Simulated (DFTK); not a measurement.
# BeTe under changes of volume

One of the cells (21.254 Å³/atom); the others are scaled copies at fixed shape and fractional positions:

```
Te Be
1.0
     0.00000    2.77000    2.77000
     2.77000    0.00000    2.77000
     2.77000    2.77000    0.00000
Te Be
1 1
Direct
  0.75000 0.75000 0.75000
  0.00000 0.00000 0.00000
```

- Program: DFTK 0.8.2
- Functional: RPBE
- Potentials or basis: SPMS 1.0 (PBE)
- Cutoff: 816 eV
- k mesh: 6 × 6 × 6
- Occupations: fermi-dirac, width 0.05 eV
- Spin: no spin polarisation

```tsv
volume (Å³/atom)	energy over the lowest point (meV/atom)	gap on the mesh (eV)
19.979	?	?
20.404	77.94	1.81
20.829	54.14	1.87
21.254	34.83	1.93
21.679	19.60	1.98
22.104	8.10	2.03
22.529	0.00	2.08
```

Question: What does the run at 19.979 Å³/atom give?

Answer: Energy over the lowest point 106.66 meV/atom; gap on the mesh 1.75 eV.

Worked out: A Birch-Murnaghan fit of order 3 (a polynomial in V^(-2/3)) to the other rows has no minimum within the range. It gives 106.66 meV/atom at 19.979 Å³/atom, against the run's 106.66. A straight line through the other rows of the gap, of slope 2.71 eV per unit of ln V, extrapolates to 1.76 eV, against the run's 1.75.

Energies are extrapolated to zero smearing.

Caveats: the minimum lies outside the volumes run; the potentials were made for another functional, which shifts forces and pressure; spin-orbit coupling is left out, which moves the levels of the heavy elements.

A mesh can miss the band edges.
